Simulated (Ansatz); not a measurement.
**Re: a listed cell, distorted in several ways**

A set of self-consistent runs on Re under moves of single atoms, swapped elements, distortions that keep the symmetry, to map its energy surface near the listed cell.

Program: Ansatz 0.2.0. Level of theory: DFT PBE, scalar-relativistic, plane waves, PAW. These are calculated values, not measurements.

**1. The structure to begin with**

It takes space group P6_3/mmc (No. 194, hexagonal). The conventional cell has a = 2.765 Å, b = 2.765 Å, c = 4.474 Å, α = 90.00°, β = 90.00°, γ = 120.00°. Re (site symmetry -6m2) is surrounded by 12 Re at 2.75 to 2.77 Å.

Structure file:

```cif
data_structure
_symmetry_space_group_name_H-M 'P6_3/mmc'
_symmetry_Int_Tables_number 194
_cell_length_a 2.7653
_cell_length_b 2.7653
_cell_length_c 4.4736
_cell_angle_alpha 90.000
_cell_angle_beta 90.000
_cell_angle_gamma 120.000
_cell_volume 29.63
loop_
_atom_site_label
_atom_site_type_symbol
_atom_site_symmetry_multiplicity
_atom_site_Wyckoff_symbol
_atom_site_fract_x
_atom_site_fract_y
_atom_site_fract_z
_atom_site_occupancy
Re1 Re 2 c 0.33333 0.66667 0.25000 1
```

The structure comes from the Materials Project (structure only).

**2. A distortion that keeps the symmetry**

The change: strain xx, yy, zz, yz, xz, xy = -0.6, -0.6, -2.1, +0.0, +0.0, +0.0 %.

The input, input.yaml:

```yaml
crystal:
  lattice:
    - [2.7482465997, 0.0, 0.0]
    - [-1.3741232999, 2.3800513712, 0.0]
    - [0.0, 0.0, 4.378826277]
  atoms:
    - { symbol: Re, position: [0.33333333, 0.66666667, 0.25] }
    - { symbol: Re, position: [0.66666667, 0.33333333, 0.75] }
basis:
  ecutwfc: 420
kpoints:
  mp_grid: { grid: [18, 18, 10] }
hamiltonian:
  xc: pbe
scf:
  occupations: { method: gaussian, width: 0.1 }
output:
  forces: true
  stress: true
  eigenvalues: true
  write_density: true
  write_potential: true
  elf: true
  volumetric_format: npy
```

Command:

```console
$ ansatz run input.yaml --threads 1 --pin off --max-ram 1331MiB --backend cpu --events-out ev --progress --plain --runs-dir out
```

Log:

```text
Warning: RAYON_NUM_THREADS=1 ignored (pool sized by the plan → 1); use --threads N
Engine: ansatz 0.2.0, x86_64-unknown-linux-gnu
Pseudopotentials: kind: paw
Pseudopotential: Re, paw, valence charge 15, recommended cutoff 420 eV (normal), Re.paw.azcp
Functional definition: PBE
  parameter kappa = 0.804
  parameter beta = 0.06672455060314922
  exchange = pbe_x(kappa = kappa, mu = beta*pi^2/3)
  correlation = pbe_c(beta = beta)
Crystal: 2 atoms, lattice volume = 28.642 Å³
Basis set: ecut = 420 eV, 573 PW (Γ), exchange–correlation on 40×40×60 points (8 copies of the dense FFT grid, shifted against one another)
Bands: 19, of which v1, the nominal top of the filled ones, is band 15 counted from 1 (14 counted from 0)
Symmetry: 24 space group operations
Space group: P63/mmc (ITA 194), of the structure as read, at distance tolerance 3.1e-5 Å
k-points: 222 of 3240
Non-local potential: Re, projectors of the file, l = 0: 3, l = 1: 2, l = 2: 2, l = 3: 1
PAW form: soft (Blöchl's): semilocal exchange-correlation on the pseudo side does not see the compensation charge
PAW one-centre angular grid: Re, 590 points (default); XC on 64 Gauss nodes
Initial density: superposition of atomic densities (neutral atoms: chi_scale 0, normalization atom), corrected by the library's trained network
Initial wavefunctions: pseudopotential atomic-orbital guess
Functional: x = pbe(κ = 0.804, μ = 0.2195149727645171), c = pbe(β = 0.06672455060314922)
SCF iter   1: F=—  HF=-21736.082027 eV  |F-HF|=—  |Δ(HF+E_count)|=         —  Δρ=8.19e-3  dr2=6.72e-3  ethr=1.77e-3  ⟨swp⟩=5.2  Hψ=18961  notcnv=0
preconditioner: auto → none  [metal: Δε(μ)=0.005 eV  Ē_g=6.309 eV  σ=0.100 eV  W_gap=0.03  n_scr=8 (ndim 8)  ℏωp=26.0 eV  f_vac=0.000  D(μ)=1.70/eV (n_scr^D=22)  sad-step TF]
SCF iter   2: F=—  HF=-21736.084375 eV  |F-HF|=—  |Δ(HF+E_count)|=   2.35e-3  Δρ=4.90e-3  dr2=2.54e-3  ethr=2.24e-5  ⟨swp⟩=1.3  Hψ=6302  notcnv=0
SCF iter   3: F=—  HF=-21736.085412 eV  |F-HF|=—  |Δ(HF+E_count)|=   1.04e-3  Δρ=2.62e-4  dr2=7.00e-6  ethr=8.47e-6  ⟨swp⟩=2.4  Hψ=5772  notcnv=0
SCF iter   4: F=—  HF=-21736.085367 eV  |F-HF|=—  |Δ(HF+E_count)|=   4.49e-5  Δρ=6.82e-5  dr2=8.25e-7  ethr=2.33e-8  ⟨swp⟩=2.0  Hψ=7096  notcnv=0
iter 5 did not close the SCF: its close was put off for the readings that it lacked (scf_convergence_deferred on its scf_iter line)
SCF iter   5: F=-21736.085367 eV  HF=-21736.085367 eV  |F-HF|=5.35e-10  |Δ(HF+E_count)|=   1.87e-7  Δρ=1.12e-5  dr2=1.57e-8  ethr=2.75e-9  ⟨swp⟩=2.0  Hψ=6907  notcnv=0
SCF iter   6: F=-21736.085367 eV  HF=-21736.085367 eV  |F-HF|=2.18e-11  |Δ(HF+E_count)|=   2.50e-9  Δρ=2.38e-6  dr2=4.57e-10  ethr=5.23e-11  ⟨swp⟩=5.1  Hψ=23228  notcnv=0
SCF 1 converged in 6 iterations: F = -21736.085367 eV  dr2 = 4.57e-10
SCF converged after 6 iterations
Free energy (F): -21736.085367 eV
Harris-Foulkes:  -21736.085367 eV  (|F-HF|=2.18e-11)
Internal energy: -21736.076708 eV  (E = F + TS)
E sigma→0 (E₀):  -21736.081037 eV
Entropy (-TS):   -0.008658 eV (-4.329 meV/atom)
Fermi energy:    24.721895 eV
--- Per-component energies (eV) ---
  E_band       = -121.089532
  E_kinetic    = 1086.889701
  E_local      = -1470.743652  (includes V_loc(G=0)·N_el)
  E_nonlocal   = 96.713371
  E_hartree    = 531.855154
  E_xc         = -809.658400
  E_vxc        = -610.378478  (∫ρ·V_xc dr)
  E_paw        = -17318.187642  (= ΣΔE_a)
  E_vpaw       = -287.280656  (= ΣTr[D̂ρ^β])
  E_aug_tail   = -0.000161  (compensation charges beyond the density's cutoff)
  E_ewald      = -3852.945079
  E_smearing   = -0.008658  (= −TS)
  E_closure    = 0.000000  (closes the sum)
  Σ components = -21736.085367   (vs F -21736.085367, Δ=0.00e0)
--- Forces (eV/Å), atoms counted from 1 ---
  atom   1  Re     0.00000000    -0.00000000     0.00000000
  atom   2  Re     0.00000000     0.00000000    -0.00000000
  max |Σ_I F_I| component: 9.25e-18 eV/Å
--- Stress (GPa, compression-positive) ---
       14.943615       0.000000       0.000000
        0.000000      14.943615      -0.000000
        0.000000      -0.000000      22.115970
  P = ⅓ Tr σ = 17.3344 GPa (173.344 kbar)
--- Band table (eV; the first three rows and the last of 222) ---
  k-point 0: bands = ["-54.9988", "-54.8512", "-17.6116", "-16.4676", "-16.4676", "-16.2622", "-16.2622", "-16.1971", "14.7178", "17.9470", "23.0777", "23.0777", "23.2795", "23.9944", "23.9944", "24.8190", "24.8190", "25.5896", "28.2434"]
  k-point 1: bands = ["-54.9952", "-54.8549", "-17.5793", "-16.4626", "-16.4626", "-16.2672", "-16.2672", "-16.2344", "14.8454", "17.9615", "23.0034", "23.0034", "23.1989", "23.9071", "23.9071", "25.0135", "25.0135", "25.2249", "28.2692"]
  k-point 2: bands = ["-54.9848", "-54.8654", "-17.4853", "-16.4482", "-16.4482", "-16.3419", "-16.2819", "-16.2819", "15.2157", "17.9816", "22.8685", "22.8685", "22.9803", "23.6819", "23.6819", "24.3583", "25.4985", "25.4985", "28.2932"]
  k-point 221: bands = ["-54.8355", "-54.8355", "-17.3336", "-17.3336", "-17.0287", "-17.0287", "-16.4530", "-16.4530", "20.0362", "20.0362", "20.8852", "20.8852", "22.5601", "22.5601", "24.8392", "24.8392", "28.1879", "28.1879", "34.5770"]
```

Wall time 18 s (1 thread of an x86-64 CPU, shared host); peak memory 0.38 GiB.

Density in a lattice plane of the grid's cell (edges 2.75 and 4.38 Å, at 0.333 of the third edge), which holds Re.

Ten even steps from '0' (0.34 e/Å³) to '9' (6.79 e/Å³):
```
0000000001111000
0000000123443210
0000001246887531
0000001479999752
1000002489999862
0000001479999752
0000001246887531
0000000123443210
0000000001111000
0000000000000000
0000000000000000
0000000000000000
0011000000000000
0111110000000000
1122110000000000
0111110000000000
0011000000000000
0000000000000000
0000000000000000
0000000000000000
```
Columns run along the first of these edges and rows up along the second, over one cell in 16 and 20 even steps from the bottom left corner. Atoms in the plane (fractional): Re at (0.67, 0.75).

ELF in the same plane.

Ten even steps from ' ' (0.24) to '@' (0.73):
```
..::::::::::..    ..::::....    
  ..::--::..  ::==**######++--  
  ..::::..  ::++%%@@@@@@@@%%**--
..  ::::....--##@@%%****##@@%%++
..  ::::....==%%@@##----**@@@@**
..  ::::....--##@@%%****##@@%%++
  ..::::..  ::++%%@@@@@@@@%%**--
  ..::--::..  ::==**######++--  
..::::::::::..    ..::::....    
::::....::::::::..        ....::
..        ..::------::::------::
            ..::--========--::..
  ..........  ..::--------::..  
..::--==--::..  ..::::::::..    
..--==++==::..    ..::::::..    
..::--==--::..  ..::::::::..    
  ..........  ..::--------::..  
            ..::--========--::..
..        ..::------::::------::
::::....::::::::..        ....::
```
Columns run along the first of these edges and rows up along the second, over one cell in 16 and 20 even steps from the bottom left corner. Atoms in the plane (fractional): Re at (0.67, 0.75).

Both are smooth fields of the valence electrons: close to the nuclei they are not physical.

The highest ELF values outside the cores: 0.48 between the atoms, 1.6 Å from Re.

**3. A single atom displaced**

The change: atom 1 (Re) moved by 0.22 Å.

The input, input.yaml:

```yaml
crystal:
  lattice:
    - [2.7653363785, 0.0, 0.0]
    - [-1.3826681893, 2.3948515538, 0.0]
    - [0.0, 0.0, 4.47357663]
  atoms:
    - { symbol: Re, position: [0.3882697049, 0.643224716, 0.2759680362] }
    - { symbol: Re, position: [0.66666667, 0.33333333, 0.75] }
basis:
  ecutwfc: 420
kpoints:
  mp_grid: { grid: [15, 15, 8] }
hamiltonian:
  xc: pbe
scf:
  occupations: { method: gaussian, width: 0.1 }
output:
  forces: true
  stress: true
  eigenvalues: true
```

Command:

```console
$ ansatz run input.yaml --threads 1 --pin off --max-ram 1331MiB --backend cpu --events-out ev --progress --plain --runs-dir out
```

Log, shortened:

```text
Warning: RAYON_NUM_THREADS=1 ignored (pool sized by the plan → 1); use --threads N
[...]
[... 3 set-up lines as earlier in the session ...]
[...]
Crystal: 2 atoms, lattice volume = 29.627 Å³
Basis set: ecut = 420 eV, 579 PW (Γ), exchange–correlation on 40×40×60 points (8 copies of the dense FFT grid, shifted against one another)
Bands: 19, of which v1, the nominal top of the filled ones, is band 15 counted from 1 (14 counted from 0)
Symmetry: 2 space group operations
Space group: P-1 (ITA 2), of the structure as read, at distance tolerance 3.1e-5 Å
k-points: 901 of 1800
[...]
SCF iter   1: F=—  HF=-21736.022447 eV  |F-HF|=—  |Δ(HF+E_count)|=         —  Δρ=9.45e-3  dr2=1.43e-2  ethr=1.77e-3  ⟨swp⟩=5.2  Hψ=76164  notcnv=0
[...]
SCF iter   7: F=-21736.023598 eV  HF=-21736.023598 eV  |F-HF|=4.92e-9  |Δ(HF+E_count)|=   6.50e-8  Δρ=3.25e-6  dr2=6.20e-9  ethr=3.33e-10  ⟨swp⟩=4.3  Hψ=55210  notcnv=0
[...]
SCF converged after 7 iterations
Free energy (F): -21736.023598 eV
[...]
E sigma→0 (E₀):  -21736.020144 eV
Entropy (-TS):   -0.006909 eV (-3.454 meV/atom)
Fermi energy:    23.783781 eV
[...]
--- Forces (eV/Å), atoms counted from 1 ---
  atom   1  Re    -0.96504007     0.31196874    -0.89030159
  atom   2  Re     0.96504007    -0.31196874     0.89030159
[...]
--- Stress (GPa, compression-positive) ---
        7.058281      -2.794819       4.737435
       -2.794819       6.592558      -1.636468
        4.737434      -1.636468       7.638806
  P = ⅓ Tr σ = 7.0965 GPa (70.965 kbar)
--- Band table (eV; the first three rows and the last of 901) ---
  k-point 0: bands = ["-55.9610", "-55.8235", "-18.5107", "-17.4713", "-17.3985", "-17.3078", "-17.2377", "-17.1653", "13.9985", "17.2083", "21.8770", "22.0943", "22.3602", "22.7747", "23.2447", "23.7215", "24.5374", "24.8028", "26.3714"]
[...]
```

It took 67 s on 1 thread of an x86-64 CPU, shared host; peak memory 0.66 GiB.

Sizes of the forces (eV/Å): Re1 1.35, Re2 1.35.

**4. Substitution of an element, cell strained: Re → Pt, first probe**

Against the listed cell: Pt takes all sites of Re, and lengths are scaled by 0.940 as a first guess of the size; strain xx, yy, zz, yz, xz, xy = +2.7, +2.7, +2.7, +0.0, +0.0, +0.0 %.

The input, input.yaml:

```yaml
crystal:
  lattice:
    - [2.6700787813, 0.0, 0.0]
    - [-1.3350393907, 2.3123560547, 0.0]
    - [0.0, 0.0, 4.3194752469]
  atoms:
    - { symbol: Pt, position: [0.33333333, 0.66666667, 0.25] }
    - { symbol: Pt, position: [0.66666667, 0.33333333, 0.75] }
basis:
  ecutwfc: 420
kpoints:
  mp_grid: { grid: [9, 9, 4] }
hamiltonian:
  xc: pbe
scf:
  occupations: { method: gaussian, width: 0.1 }
output:
  forces: true
  stress: true
  eigenvalues: true
```

Command:

```console
$ ansatz run input.yaml --threads 1 --pin off --max-ram 1331MiB --backend cpu --events-out ev --progress --plain --runs-dir out
```

Log, shortened:

```text
[...]
SCF converged after 6 iterations
Free energy (F): -25045.057221 eV
[...]
E sigma→0 (E₀):  -25045.045557 eV
Entropy (-TS):   -0.023327 eV (-11.663 meV/atom)
Fermi energy:    27.503799 eV
[...]
--- Forces (eV/Å), atoms counted from 1 ---
  atom   1  Pt     0.00000000     0.00000000     0.00000000
  atom   2  Pt     0.00000000    -0.00000000     0.00000000
[...]
--- Stress (GPa, compression-positive) ---
       58.995156       0.000000       0.000000
        0.000000      58.995156       0.000000
        0.000000       0.000000      73.227958
  P = ⅓ Tr σ = 63.7394 GPa (637.394 kbar)
--- Band table (eV; the first three rows and the last of 36) ---
  k-point 0: bands = ["-71.4743", "-71.4104", "-26.1381", "-25.5003", "-25.5003", "-25.3880", "-25.3880", "-25.3706", "15.8031", "18.7701", "22.9283", "22.9967", "22.9967", "23.6481", "23.6481", "24.4380", "24.4380", "26.5977", "27.0936", "27.0936", "34.3827", "41.7901"]
[...]
```

Wall time 5.8 s (1 thread of an x86-64 CPU, shared host); peak memory 0.3 GiB.

**5. Substitution of an element, cell strained: Re → Pt**

input.yaml: that of step 4 with these lines changed.

```diff
@@ -11,3 +11,3 @@
 kpoints:
-  mp_grid: { grid: [9, 9, 4] }
+  mp_grid: { grid: [18, 18, 10] }
 hamiltonian:
```

Command:

```console
$ ansatz run input.yaml --threads 1 --pin off --max-ram 1331MiB --backend cpu --events-out ev --progress --plain --runs-dir out
```

Log, shortened:

```text
Warning: RAYON_NUM_THREADS=1 ignored (pool sized by the plan → 1); use --threads N
[...]
[... 1 set-up line as earlier in the session ...]
Pseudopotential: Pt, paw, valence charge 18, recommended cutoff 420 eV (normal), Pt.paw.azcp
[... 1 set-up line as earlier in the session ...]
[...]
Crystal: 2 atoms, lattice volume = 26.669 Å³
Basis set: ecut = 420 eV, 537 PW (Γ), exchange–correlation on 36×36×60 points (8 copies of the dense FFT grid, shifted against one another)
Bands: 22, of which v1, the nominal top of the filled ones, is band 18 counted from 1 (17 counted from 0)
[... 1 set-up line as earlier in the session ...]
Space group: P63/mmc (ITA 194), of the structure as read, at distance tolerance 3.0e-5 Å
k-points: 222 of 3240
[...]
SCF iter   1: F=—  HF=-25045.072658 eV  |F-HF|=—  |Δ(HF+E_count)|=         —  Δρ=7.07e-3  dr2=4.11e-3  ethr=1.77e-3  ⟨swp⟩=5.0  Hψ=19358  notcnv=0
[...]
SCF iter   6: F=-25045.075758 eV  HF=-25045.075758 eV  |F-HF|=3.27e-11  |Δ(HF+E_count)|=  3.64e-12  Δρ=1.32e-6  dr2=1.08e-10  ethr=3.24e-11  ⟨swp⟩=2.0  Hψ=16688  notcnv=0
[...]
SCF converged after 6 iterations
Free energy (F): -25045.075758 eV
[...]
E sigma→0 (E₀):  -25045.066419 eV
Entropy (-TS):   -0.018677 eV (-9.339 meV/atom)
Fermi energy:    27.474215 eV
[...]
--- Forces (eV/Å), atoms counted from 1 ---
  atom   1  Pt     0.00000000     0.00000000     0.00000000
  atom   2  Pt    -0.00000000    -0.00000000     0.00000000
[...]
--- Stress (GPa, compression-positive) ---
       58.030708       0.000000       0.000000
        0.000000      58.030708       0.000000
        0.000000       0.000000      73.813316
  P = ⅓ Tr σ = 63.2916 GPa (632.916 kbar)
--- Band table (eV; the first three rows and the last of 222) ---
  k-point 0: bands = ["-71.4896", "-71.4258", "-26.1397", "-25.5196", "-25.5196", "-25.4075", "-25.4075", "-25.3725", "15.8025", "18.7657", "22.9267", "22.9829", "22.9829", "23.6335", "23.6335", "24.4344", "24.4344", "26.6016", "27.0884", "27.0884", "34.3814", "41.7867"]
[...]
```

Run time: 16 s. Hardware: 1 thread of an x86-64 CPU, shared host; peak memory 0.39 GiB.

**6. Results**

| step | case | energy (meV/atom) | pressure (GPa) | largest force (eV/Å) | gap on the mesh (eV) |
| --- | --- | --- | --- | --- | --- |
| 2 | a distortion that keeps the symmetry | +0.0 | 17.3 | 0.00 | 0.00 |
| 3 | a single atom displaced | +30.4* | 7.1 | 1.35 | 0.00 |
| 5 | substitution of an element, cell strained: Re → Pt | n/a | 63.3 | 0.00 | 0.00 |

Energies are counted from step 2, with the smearing taken to zero; a star marks another k mesh, which can shift energies by itself, so starred rows don't rank against the others. Other atoms or functionals have another zero of energy (n/a). A gap of 0.00 means none on the mesh at this level.

**Reading.** Among the distorted cells of the listed formula and level the largest force, 1.35 eV/Å, comes in step 3, shared by 2 atoms. The distorted cells of the listed formula and level show no gap on the mesh. The runs treat Pt, Re without spin-orbit coupling.
